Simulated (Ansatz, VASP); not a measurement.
# Al38In10Ga10As20O57 (amorphous Al2O3 against InGaAs(110), 10.5 A) in two plane-wave programs, part 2 of 2

One calculation is typed for both programs; each brings its own data sets. How far apart do they land? Of the first pair: The structure shown is the start of the Ansatz relaxation below; VASP solves that cell, so the two are compared at the walk's first step.

VASP 6.6.1 and Ansatz 0.2.0.

So far. Step 3 (VASP: single point, PBE, start cell, pair 1): The run ends at a pressure of 0.30 GPa, with forces up to 2.8 eV/Å.

**5. Ansatz: relaxation, PBE**

Level of this step: Ansatz beside VASP: Kohn-Sham DFT, plane waves, PBE (Ansatz).

This run makes the geometry at which the two programs are then compared. The cell compared in this pair holds 2126.59 Å³, against 2114.79 Å³ for the pair before.

The structure compared here is the end of the Ansatz relaxation.

File input.yaml:

```yaml
crystal:
  lattice:
    - [11.9, 0.0, 0.0]
    - [0.0, 8.41457, 0.0]
    - [0.0, 0.0, 21.11971]
  atoms:
    - { symbol: In, position: [0.99289, 0.98786, 0.34085] }
    - { symbol: As, position: [0.13848, 0.99143, 0.03913] }
    - { symbol: Ga, position: [0.24482, 0.74484, 0.05783] }
    - { symbol: As, position: [0.39314, 0.75135, 0.14104] }
    - { symbol: In, position: [0.2445, 0.25398, 0.06386] }
    - { symbol: As, position: [0.4029, 0.25202, 0.14899] }
    - { symbol: In, position: [0.99442, 0.99925, 0.13274] }
    - { symbol: As, position: [0.12072, 0.9958, 0.23736] }
    - { symbol: Ga, position: [0.00247, 0.50094, 0.1355] }
    - { symbol: As, position: [0.11812, 0.50214, 0.23515] }
    - { symbol: In, position: [0.24916, 0.24899, 0.23879] }
    - { symbol: As, position: [0.38456, 0.22975, 0.33614] }
    - { symbol: In, position: [0.25606, 0.74877, 0.24096] }
    - { symbol: As, position: [0.38235, 0.75779, 0.34421] }
    - { symbol: Ga, position: [0.00594, 0.49517, 0.33438] }
    - { symbol: As, position: [0.12598, 0.51315, 0.04086] }
    - { symbol: As, position: [0.1254, 0.97035, 0.44553] }
    - { symbol: In, position: [0.26118, 0.71743, 0.45732] }
    - { symbol: In, position: [0.26805, 0.21474, 0.44194] }
    - { symbol: As, position: [0.13305, 0.46582, 0.42863] }
    - { symbol: Ga, position: [0.50866, 0.99611, 0.33256] }
    - { symbol: As, position: [0.62132, 0.0075, 0.0478] }
    - { symbol: Ga, position: [0.7476, 0.75121, 0.04687] }
    - { symbol: As, position: [0.87235, 0.73788, 0.14141] }
    - { symbol: Ga, position: [0.73506, 0.2654, 0.0394] }
    - { symbol: As, position: [0.87177, 0.26334, 0.13222] }
    - { symbol: Ga, position: [0.51402, 0.99799, 0.14686] }
    - { symbol: As, position: [0.64175, 0.99336, 0.23999] }
    - { symbol: Ga, position: [0.51564, 0.50519, 0.14069] }
    - { symbol: As, position: [0.64121, 0.4978, 0.23484] }
[... 99 atom lines left out ...]
    - { symbol: O, position: [0.72873, 0.17525, 0.59261] }
    - { symbol: O, position: [0.94203, 0.93065, 0.8917] }
    - { symbol: O, position: [0.78413, 0.83141, 0.6558] }
    - { symbol: O, position: [0.41232, 0.75587, 0.71936] }
    - { symbol: O, position: [0.67164, 0.47603, 0.86691] }
    - { symbol: O, position: [0.11281, 0.77929, 0.92752] }
kpoints:
  mp_grid: { grid: [1, 1, 1] }
hamiltonian:
  xc: pbe
scf:
  occupations: { method: fermi_dirac, width: 0.025 }
output:
  forces: true
relax:
  f_tol: 0.08
  max_steps: 90
  cell: { fix: [a, b, alpha, beta, gamma] }
```

On the command line:

```console
$ ansatz run input.yaml --threads 4 --pin off --max-ram 15872MiB --backend cpu --events-out ev --progress --plain --runs-dir out
```

Numbers of over 12 decimals in the logs are rounded to 6 here.

What it wrote:

```text
[...]
Crystal: 135 atoms, lattice volume = 2114.788 Å³
Basis set: ecut = 420 eV, 41289 PW (Γ), exchange–correlation on 160×120×288 points (8 copies of the dense FFT grid, shifted against one another)
Bands: 643, of which v1, the nominal top of the filled ones, is band 508 counted from 1 (507 counted from 0)
Symmetry: 1 space group operations
[...]
k-points: 1
[...]
- { symbol: O, position: [0.849071, 0.944021, 0.529086] }
    - { symbol: O, position: [0.773250, 0.185388, 0.711888] }
    - { symbol: O, position: [0.192215, 0.439044, 0.890184] }
    - { symbol: O, position: [0.813493, 0.184720, 0.844468] }
    - { symbol: O, position: [0.582688, 0.396809, 0.687984] }
    - { symbol: O, position: [0.176637, 0.230912, 0.620153] }
    - { symbol: O, position: [0.191273, 0.080757, 0.870380] }
[...]
- { symbol: O, position: [0.782932, 0.841990, 0.660439] }
    - { symbol: O, position: [0.411839, 0.751471, 0.719488] }
    - { symbol: O, position: [0.670803, 0.477288, 0.866675] }
    - { symbol: O, position: [0.112324, 0.774152, 0.929719] }
```

**6. VASP: single point, PBE, relaxed cell, pair 2**

The same cell, functional, mesh and smearing now go to VASP, with its own data sets.

File INCAR:

```
SYSTEM = Al38In10Ga10As20O57
PREC = Accurate
ENCUT = 600
EDIFF = 1E-06
NELM = 120
ISMEAR = -1
SIGMA = 0.025
LREAL = Auto
ALGO = Normal
GGA = PE
NBANDS = 502
LORBIT = 11
LWAVE = .FALSE.
LCHARG = .FALSE.
ISIF = 2
LASPH = .TRUE.
GGA_COMPAT = .FALSE.
EFERMI = MIDGAP
```

File POSCAR:

```
Al38In10Ga10As20O57
1.0
   11.9000000000      0.0000000000      0.0000000000
    0.0000000000      8.4145700000      0.0000000000
    0.0000000000      0.0000000000     21.2376010000
In As Ga Al O
10 20 10 38 57
Direct
    0.9891400000      0.9937900000      0.3420900000
    0.2539400000      0.2494300000      0.0701800000
    0.9951000000      0.0072500000      0.1364000000
    0.2457800000      0.2650800000      0.2433400000
    0.2593600000      0.7601600000      0.2410000000
    0.2584600000      0.7006300000      0.4596200000
    0.2783200000      0.2024600000      0.4388700000
    0.5107500000      0.5119400000      0.3313200000
    0.7076500000      0.7524200000      0.4434200000
    0.7505700000      0.2848400000      0.4274600000
    0.1384800000      0.9951400000      0.0408900000
    0.3976300000      0.7616000000      0.1409700000
    0.4093600000      0.2600400000      0.1559700000
    0.1214100000      0.0072300000      0.2414700000
    0.1132400000      0.5171100000      0.2325900000
    0.3929500000      0.2425500000      0.3351200000
    0.3791000000      0.7669900000      0.3470800000
    0.1366200000      0.5113900000      0.0380700000
    0.1359000000      0.9607900000      0.4447200000
    0.1355800000      0.4480200000      0.4258300000
    0.6129700000      0.0129400000      0.0444600000
    0.8706900000      0.7473900000      0.1393800000
    0.8664400000      0.2653000000      0.1277700000
    0.6443700000      0.9989200000      0.2402400000
    0.6423800000      0.5059200000      0.2315000000
    0.8797400000      0.2664000000      0.3268500000
    0.8628900000      0.7352400000      0.3449800000
    0.6130800000      0.5184000000      0.0344400000
    0.6164400000      0.0364900000      0.4289300000
    0.5877600000      0.4991000000      0.4458300000
[... 99 atom lines left out ...]
    0.7300800000      0.1706900000      0.5941100000
    0.9420600000      0.9319300000      0.8935100000
    0.7829300000      0.8419900000      0.6604400000
    0.4118400000      0.7514700000      0.7194900000
    0.6708000000      0.4772900000      0.8666800000
    0.1123200000      0.7741500000      0.9297200000
```

File KPOINTS:

```
Automatic mesh
0
Gamma
1 1 1
0 0 0
```

PAW data sets: In_d, As, Ga_d, Al and O (PBE family, release 64).

On the command line:

```console
$ export OMP_NUM_THREADS=3
$ mpirun -np 1 vasp_gam
```

What it wrote:

```text
[... set-up lines as in an earlier step ...]
 entering main loop
       N       E                     dE             d eps       ncg     rms          rms(c)
DAV:   1     0.167391395314E+05    0.16739E+05   -0.36376E+05  1004   0.225E+03
DAV:   2     0.373882757389E+04   -0.13000E+05   -0.12371E+05  1036   0.660E+02
DAV:   3    -0.271031423906E+03   -0.40099E+04   -0.37497E+04  1274   0.296E+02
DAV:   4    -0.900737817608E+03   -0.62971E+03   -0.60983E+03  1480   0.124E+02
[...]
DAV:  19    -0.830654151591E+03   -0.13577E-05   -0.37497E-05  1096   0.127E-02    0.103E-02
DAV:  20    -0.830654151273E+03    0.31822E-06   -0.13322E-05  1240   0.703E-03    0.583E-03
DAV:  21    -0.830654151013E+03    0.25946E-06   -0.33494E-06   864   0.370E-03
   1 F= -.83065415E+03 E0= -.83065393E+03  d E =-.446117E-03
```

From OUTCAR (step 6):

```text
  Total       -5.3631528     -3.7870131     -0.5815070      7.4813870      2.3164306      4.2532763
  in kB       -4.0406051     -2.8531398     -0.4381080      5.6364850      1.7452013      3.2044229
  external PRESSURE =      -2.4439509 kB  Pullay stress =       0.0000000 kB

 POSITION                                       TOTAL-FORCE (eV/Angst)
 -----------------------------------------------------------------------------------
     11.77077      8.36232      7.26517         0.005705     -0.002131     -0.007525
      3.02189      2.09885      1.49045         0.000212      0.002772     -0.000496
     11.84169      0.06101      2.89681        -0.018231      0.005268     -0.013308
[...]
7.83591      0.80351     15.86173         0.023014     -0.018277     -0.018195
      3.83454      1.70294     12.88443         0.019957     -0.002987     -0.016942
      4.45738      5.49177     16.84991         0.004012     -0.001039      0.008773
      2.01729      5.42588     18.16410         0.023760     -0.012149     -0.000599
      0.96723      1.30283     14.40419        -0.002405     -0.005989     -0.001422
     11.48314      6.08584     19.43835        -0.023966     -0.018010      0.019229
      4.82735      7.98501     19.58001        -0.003680     -0.015640     -0.009618
     10.10393      7.94352     11.23660         0.002319      0.027135     -0.000897
      9.20167      1.55998     15.11884        -0.011608     -0.002150     -0.010550
      2.28730      3.69433     18.90529         0.002419      0.006212     -0.015957
[...]
-----------------------------------------------------------------------------------
    total drift:                                0.004439      0.017566     -0.062281

  FREE ENERGIE OF THE ION-ELECTRON SYSTEM (eV)
  ---------------------------------------------------
  free  energy   TOTEN  =      -830.6541510133 eV

  energy  without entropy=     -830.6537048958  energy(sigma->0) =     -830.65392795

[... 1 part as in an earlier step ...]

[... 2 further parts left out ...]
[key lines of the parts left out:]
E-fermi :   4.8561
```

The run ends at a pressure of -0.24 GPa, with forces up to 0.098 eV/Å.

**7. Comparison**

What differs besides the data sets and the points named for the pairs above, as far as they apply: the data sets hold 1016 valence electrons in Ansatz (on its default PAW (the set named soft_2) files) and 816 in VASP; the cutoff is 420 eV in Ansatz and 600 eV in VASP (PREC = Accurate, projectors in real space). Total energies have different zeros and are not compared.

The two programs side by side:

```csv
quantity,Ansatz,VASP,difference
pressure (GPa),-0.16,-0.24,+0.09
gap on the k mesh (eV),0.381,0.378,+0.003
```

At this near-relaxed geometry the largest component of a force difference is 53 meV/Å. A gap on the mesh is an upper bound, since the band edges may lie between its points.

**8. Outcome**

- r.m.s. force difference (single point, PBE, start cell, pair 1): 2.9 % of the r.m.s. force
- difference in gap on the k mesh (single point, PBE, relaxed cell, pair 2): 0.0035 eV
- r.m.s. force difference (single point, PBE, relaxed cell, pair 2): 10 meV/Å

In words: The r.m.s. force difference is 2.9 % of the r.m.s. force (single point, PBE, start cell, pair 1), at about the 3 % picked in this series as the mark of a large difference. The data sets hold unlike numbers of valence electrons (1016 in Ansatz and 816 in VASP), so part of the differences comes from the potentials. Such differences can come from data sets, numerical settings and the points named under the comparisons, not from the functional's error against experiment.

[Lines on the potential files, build, host, timing and source positions are cut from VASP's logs without a mark.]

[Logs are printed without paths, hosts, clocks, repeated set-up lines and the standing remarks that a program may print on its own settings, such as how far it seeks lower states.]

[Hosts, paths, dates, database ids (printed as entryN), source tags and the programs' standing remarks are cut or masked in the printed files.]
